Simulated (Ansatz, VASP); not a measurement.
**CdSe in VASP and in Ansatz**

Contents of INCAR:

```
ALGO = Normal ; EDIFF = 1E-6
EDIFFG = -0.01 ; ENCUT = 600
GGA = PS ; IBRION = 2
ISIF = 3 ; ISMEAR = -1
IVDW = 12 ; LASPH = T
LCHARG = F ; LREAL = F
LWAVE = F ; NELM = 100
NSW = 80 ; PREC = Accurate
SIGMA = 0.05
```

File KPOINTS:

```
k-points
0
Gamma
  6 6 6
```

POSCAR

```
CdSe
1.0
    0.0000000000      2.8739580000      2.8739580000
    2.8739580000      0.0000000000      2.8739580000
    2.8739580000      2.8739580000      0.0000000000
Cd Se
1 1
Direct
    0.0000000000      0.0000000000      0.0000000000
    0.5000000000      0.5000000000      0.5000000000
```

Input for Ansatz:

```yaml
crystal:
  lattice:
    - [0.0, 2.873958, 2.873958]
    - [2.873958, 0.0, 2.873958]
    - [2.873958, 2.873958, 0.0]
  atoms:
    - { symbol: Cd, position: [0.0, 0.0, 0.0] }
    - { symbol: Se, position: [0.5, 0.5, 0.5] }
kpoints:
  mp_grid:
    grid: [6, 6, 6]
    shift: [0.0, 0.0, 0.0]
hamiltonian:
  xc: pbesol
  dispersion: d3bj
scf:
  occupations:
    method: fermi_dirac
    width: 0.05
relax:
  cell: {}
```

Measurements of this composition are mostly on another form, of space group No. 186.

Alike in both runs: task relaxation of cell and atoms; functional PBEsol; dispersion D3(BJ); k mesh 6 × 6 × 6; occupations fermi-dirac, width 0.05 eV; no spin polarisation.

|  | VASP | Ansatz |
| --- | --- | --- |
| version | VASP 6.6.1 | Ansatz 0.2.0 |
| potentials or method | VASP PAW PBE potentials, release 64 (Cd, Se) | plane waves, PAW |
| plane-wave cutoff (eV) | 600 | 420 |
| valence electrons in the cell | 18 | 36 |

Ansatz gave:

```
relaxed volume (Å³/atom)                                     : 21.49
relaxed cell length with the largest relative difference (Å) : 3.932
energy change over the relaxation (meV/atom)                 : -48
```

Estimate VASP's values.

relaxed volume (Å³/atom): 21.61; relaxed cell length with the largest relative difference (Å): 3.939; energy change over the relaxation (meV/atom): -43.

The two sets of potentials don't hold the same shells in valence.

Caveats: the PAW data sets were made with another functional, which shifts forces and pressure a little (VASP); pairwise dispersion overbinds metals, which lowers pressure and volume.
